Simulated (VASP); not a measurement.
# WS2 in VASP: notebook, part 2 of 2

VASP 6.6.1. Earlier steps stand in the parts before.

## Step 4: Single point, PBE+D3(BJ) (strain +0.000 along x and y, +0.025 along z, atoms carried along)

Input file INCAR:

```
  PREC = Accurate
  ENCUT = 520
  EDIFF = 1E-6
  ISMEAR = 0
  SIGMA = 0.05
  LREAL = False
  LASPH = True
  NELM = 60
  ALGO = Fast
  ISIF = 2
  LWAVE = False
  LCHARG = False
  GGA = PE
  IVDW = 12
  NBANDS = 20
```

Input file KPOINTS:

```
Automatic mesh
0
Gamma
  12 12 2
```

Input file POSCAR:

```
WS2
1.0
    3.1835163552      0.0000000000      0.0000000000
   -1.5917581776      2.7570060369      0.0000000000
    0.0000000000      0.0000000000     17.3743423372
W S
1 2
Direct
    0.3333333333      0.6666666667      0.0000000000
    0.6666666667      0.3333333333      0.9079994900
    0.6666666667      0.3333333333      0.0920005100
```

Potentials or basis: VASP PAW PBE potentials, release 64 (W_sv, S).

Run with:

```sh
> cat potpaw_PBE.64/W_sv/POTCAR potpaw_PBE.64/S/POTCAR > POTCAR
> mpirun -np 1 vasp_std > vasp.out
```

OUTCAR:

```text
PREC = Accurate
   ENCUT = 520
   EDIFF = 1E-6
   ISMEAR = 0
   LREAL = False
   LASPH = True
   NELM = 60
   ISIF = 2
   GGA = PE
   IVDW = 12
 IVDW          = 12

 ion  position               nearest neighbor table
   1  0.333  0.667  0.000-   2 2.44   3 2.44   2 2.44   3 2.44   2 2.44   3 2.44
   2  0.667  0.333  0.908-   1 2.44   1 2.44   1 2.44
   3  0.667  0.333  0.092-   1 2.44   1 2.44   1 2.44

  LATTYP: Found a hexagonal cell.
 ALAT       =     3.1835163552
 C/A-ratio  =     5.4575948098

  Lattice vectors:

 A1 = (   3.1835163552,   0.0000000000,   0.0000000000)
 A2 = (  -1.5917581776,   2.7570060369,   0.0000000000)
 A3 = (   0.0000000000,   0.0000000000,  17.3743423372)

Analysis of symmetry for initial positions (statically):
=====================================================================
 Subroutine PRICEL returns:
 Original cell was already a primitive cell.

 Routine SETGRP: Setting up the symmetry group for a
 hexagonal supercell.

 Subroutine GETGRP returns: Found 12 space group operations
 (whereof 12 operations were pure point group operations)
 out of a pool of 24 trial point group operations.

The static configuration has the point symmetry D_3h.

Analysis of symmetry for dynamics (positions and initial velocities):
=====================================================================
 Subroutine PRICEL returns:
 Original cell was already a primitive cell.

 Routine SETGRP: Setting up the symmetry group for a
 hexagonal supercell.

 Subroutine GETGRP returns: Found 12 space group operations
 (whereof 12 operations were pure point group operations)
 out of a pool of 24 trial point group operations.

The dynamic configuration has the point symmetry D_3h.

 Subroutine INISYM returns: Found 12 space group operations
 (whereof 12 operations are pure point group operations),
 and found     1 'primitive' translations

----------------------------------------------------------------------------------------

                                     Primitive cell

  volume of cell :     152.4941

  direct lattice vectors                    reciprocal lattice vectors
     3.183516355  0.000000000  0.000000000     0.314118066  0.181356150  0.000000000
    -1.591758178  2.757006037  0.000000000     0.000000000  0.362712300  0.000000000
     0.000000000  0.000000000 17.374342337     0.000000000  0.000000000  0.057556135

  length of vectors
     3.183516355  3.183516355 17.374342337     0.362712300  0.362712300  0.057556135

  position of ions in fractional coordinates (direct lattice)
     0.333333333  0.666666667  0.000000000
     0.666666667  0.333333333  0.907999490
     0.666666667  0.333333333  0.092000510

  ion indices of the primitive-cell ions
   primitive index   ion index
                 1           1
                 2           2
                 3           3

----------------------------------------------------------------------------------------

 KPOINTS: Automatic mesh

Automatic generation of k-mesh.
 Grid dimensions read from file:
 generate k-points for:   12   12    2

 Generating k-lattice:

  Cartesian coordinates                     Fractional coordinates (reciprocal lattice)
     0.026176505  0.015113012  0.000000000     0.083333333 -0.000000000  0.000000000
     0.000000000  0.030226025  0.000000000     0.000000000  0.083333333  0.000000000
     0.000000000  0.000000000  0.028778068     0.000000000  0.000000000  0.500000000

  Length of vectors
     0.030226025  0.030226025  0.028778068

  Shift w.r.t. Gamma in fractional coordinates (k-lattice)
     0.000000000  0.000000000  0.000000000

 Subroutine IBZKPT returns following result:
 ===========================================

 Found     38 irreducible k-points:

 Following reciprocal coordinates:
            Coordinates               Weight
  0.000000  0.000000  0.000000      1.000000
  0.083333  0.000000  0.000000      6.000000
  0.166667 -0.000000  0.000000      6.000000
  0.250000  0.000000  0.000000      6.000000
  0.333333 -0.000000  0.000000      6.000000
  0.416667  0.000000  0.000000      6.000000
[... 16 lines left out ...]
  0.250000  0.000000  0.500000      6.000000
  0.333333 -0.000000  0.500000      6.000000
 [... further k-points ...]
   k-points           NKPTS =     38   k-points in BZ     NKDIM =     38   number of bands    NBANDS=     20
   number of dos      NEDOS =    301   number of ions     NIONS =      3
   total plane-waves  NPLWV =  80640
   dimension x,y,z NGX =    24 NGY =   24 NGZ =  140
   dimension x,y,z NGXF=    48 NGYF=   48 NGZF=  280
   ions per type =               1   2
   NGX,Y,Z   is equivalent  to a cutoff of  12.53, 12.53, 13.40 a.u.
   NGXF,Y,Z  is equivalent  to a cutoff of  25.07, 25.07, 26.79 a.u.
 SYSTEM =  unknown system
   PREC   = accura    normal or accurate (medium, high low for compatibility)
   ISTART =      0    job   : 0-new  1-cont  2-samecut
   ICHARG =      2    charge: 1-file 2-atom 10-const
   ISPIN  =      1    spin polarized calculation?
   LNONCOLLINEAR =      F non collinear calculations
   LSORBIT =      F    spin-orbit coupling
   LASPH  =      T    aspherical Exc in radial PAW
   ENCUT  =  520.0 eV  38.22 Ry    6.18 a.u.   5.92  5.92 32.30*2*pi/ulx,y,z
   NELM   =     60;   NELMIN=  2; NELMDL= -5     # of ELM steps
   EDIFF  = 0.1E-05   stopping-criterion for ELM
   LREAL  =      F    real-space projection
[... 7 lines left out ...]
   TEBEG  =    0.0;   TEEND  =   0.0 temperature during run
   PSTRESS=    0.0 pullay stress
   NELECT =      26.0000    total number of electrons
   NUPDOWN=      -1.0000    fix difference up-down
   EMIN   =  10.00;   EMAX   =-10.00  energy-range for DOS
   EFERMI =   0.00;   METHOD = LEGACY
   ISMEAR =     0;   SIGMA  =   0.05  broadening in eV -4-tet -1-fermi 0-gaus
   EFERMI_NEDOS =   21; number of points for ismear=-14 and -15
   IALGO  =     68    algorithm
   IMIX   =      4    mixing-type and parameters
     AMIX     =   0.40;   BMIX     =  1.00
     AMIX_MAG =   1.60;   BMIX_MAG =  1.00
  volume/ion in A,a.u.               =      50.83       343.03
  Fermi-wavevector in a.u.,A,eV,Ry     =   0.907782  1.715459 11.212127  0.824068
  Thomas-Fermi vector in A             =   2.031630
   LORBIT       =      0    0 simple, 1 ext, 2 COOP (PROOUT), +10 PAW based schemes
   GGA     = PE    functional components
   LHFCALC =     F    Hartree Fock is set to
   AEXX    =    0.0000 exact exchange contribution
   IVDW    =    12    specifies the selected vdW correction
   LEPSILON=     F    determine dielectric tensor
   LRPA    =     F    only Hartree local field effects (RPA)
 non-spin polarized calculation
 RMM-DIIS sequential band-by-band and
 Gauss-broadening in eV      SIGMA  =   0.05
  energy-cutoff  :      520.00
  volume of cell :      152.49
 maximum number of plane-waves:      4137
 NGX is ok and might be reduce to    24
   NGX = 11   NGY = 11   NGZ = 65

 number of electron      26.0000002 magnetization

 Free energy of the ion-electron system (eV)
  ---------------------------------------------------
  ext. energy  EPLUGINS =         0.00000000
  ---------------------------------------------------
  free energy    TOTEN  =       -23.66188652 eV

  energy without entropy =      -23.66188652  energy(sigma->0) =      -23.66188652

 E-fermi :  -0.8925     XC(G=0):  -4.4618

 val. band max:       -1.2720040982   @ k =   0.3333   0.3333   0.0000
 cond. band min:       0.6179457042   @ k =   0.3333   0.3333   0.5000
 fundamental gap:      1.8899498024
 Fermi energy:        -0.8924586134

 k-point     1 :       0.0000    0.0000    0.0000
  band No.  band energies     occupation
      1     -75.3615      2.00000
      2     -39.5815      2.00000
      3     -39.4267      2.00000
      4     -39.4267      2.00000
      5     -15.9227      2.00000
      6     -14.4093      2.00000
[... 12 lines left out ...]
     19       4.1250      0.00000
     20       4.2904      0.00000
[... 507 lines left out ...]
 k-point    24 :       0.3333   -0.0000    0.5000
  band No.  band energies     occupation
      1     -75.3493      2.00000
      2     -39.6704      2.00000
      3     -39.5374      2.00000
      4     -39.4844      2.00000
      5     -14.4686      2.00000
      6     -13.8418      2.00000
[... 12 lines left out ...]
     19       5.8475      0.00000
     20       5.9615      0.00000

 [... further k-points ...]

------------------------ aborting loop because EDIFF is reached ----------------------------------------

 Edisp (eV)   -0.91288

 E8    (eV) :    -0.4098

  FORCE on cell =-STRESS in cart. coord.  units (eV):
  Direction    XX          YY          ZZ          XY          YZ          ZX
  --------------------------------------------------------------------------------------
  -------------------------------------------------------------------------------------
  Total      -1.40108    -1.40108    -1.90562     0.00000     0.00000    -0.00000
  in kB     -14.72039   -14.72039   -20.02136     0.00000     0.00000    -0.00000
  external pressure =      -16.49 kB  Pullay stress =        0.00 kB

 VOLUME and BASIS-vectors are now :
 -----------------------------------------------------------------------------
  energy-cutoff  :      520.00
  volume of cell :      152.49
      direct lattice vectors                 reciprocal lattice vectors
     3.183516355  0.000000000  0.000000000     0.314118066  0.181356150  0.000000000
    -1.591758178  2.757006037  0.000000000     0.000000000  0.362712300  0.000000000
     0.000000000  0.000000000 17.374342337     0.000000000  0.000000000  0.057556135

 POSITION                                       TOTAL-FORCE (eV/Angst)
 -----------------------------------------------------------------------------------
     -0.00000      1.83800      0.00000        -0.000000      0.000000      0.000000
      1.59176      0.91900     15.77589         0.000000     -0.000000      0.583915
      1.59176      0.91900      1.59845        -0.000000     -0.000000     -0.583915
 -----------------------------------------------------------------------------------
    total drift:                               -0.000000      0.000000     -0.000000

  FREE ENERGIE OF THE ION-ELECTRON SYSTEM (eV)
  ---------------------------------------------------
  free  energy   TOTEN  =       -24.5747639699 eV

  energy  without entropy=      -24.5747639699  energy(sigma->0) =      -24.57476397
```

Wall time 99 s (1 thread of Intel Xeon Platinum 8488C (Sapphire Rapids), shared host); peak memory 0.33 GiB.

What came out:

* Free energy: -24.5748 eV
* Largest force: 0.584 eV/Å
* Band gap on the k mesh: 1.89 eV, direct
* Dispersion energy per atom: -0.304 eV

Forces on the atoms (eV/Å):
```
W    0.000  0.000  0.000
S    0.000  0.000  0.584
S    0.000  0.000 -0.584
```

Caveat: spin-orbit coupling is left out, which moves the levels of the heavy elements.

## Step 5: Overview

| cell | gap on the mesh (eV) | largest force (eV/Å) |
| --- | --- | --- |
| strain -0.050 along x and y, -0.050 along z, atoms carried along | 2.17 | 3.63 |
| strain +0.025 along x and y, +0.000 along z, atoms carried along | 1.37 | 0.35 |
| strain +0.000 along x and y, +0.025 along z, atoms carried along | 1.89 | 0.58 |

Alike in all rows: task single point; level PBE+D3(BJ); potentials or basis VASP PAW PBE potentials, release 64 (W_sv, S); no spin polarisation; k mesh 12 × 12 × 2; cutoff (eV) 520; smearing gaussian 0.05 eV.

Caveats: spin-orbit coupling is left out, which moves the levels of the heavy elements.

Total energies depend on the potentials used, so only differences within one code and one set of settings carry meaning.
